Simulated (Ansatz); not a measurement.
Space group Fmmm (No. 69). a = 2.466 Å, b = 4.268 Å, c = 6.784 Å, α = 90.00°, β = 90.00°, γ = 90.00°
```tsv
atom	site	symmetry	x	y	z
C	8h	m2m	0.5000	0.6667	0.0000
```

Equation of state of this C structure (not necessarily the ground state), with shape and atoms relaxed at each volume where symmetry leaves them free. Theory: Ansatz, DFT PBE+D3(BJ), scalar-relativistic, plane waves, PAW.

Plane waves to 420 eV, a k mesh through Γ of 18×18×18 on the computed 2-atom cell and Gaussian smearing (0.02 eV); no spin polarisation.

```
V (Å³/atom) E − E(largest V) (meV/atom) P (GPa) gap on mesh (eV)
      7.854                        16.28     8.18              0.00
      8.122                         5.28     5.12              0.00
      8.389                        -1.31     2.87              0.10
      8.657                        -4.65     1.21              0.09
      8.925                        -5.63    -0.01              0.07
      9.193                        -5.00    -0.75              0.06
      9.460                        -3.30    -1.27              0.05
      9.817                         0.00    -1.65              0.04
```

Q: Fit a third-order Birch–Murnaghan equation to E(V).

A: V0 = 8.94 Å³/atom, B0 = 32 GPa, B0' = 11.8. B0' is unusual or poorly fixed by this range.

This form isn't the element's structure at ambient conditions.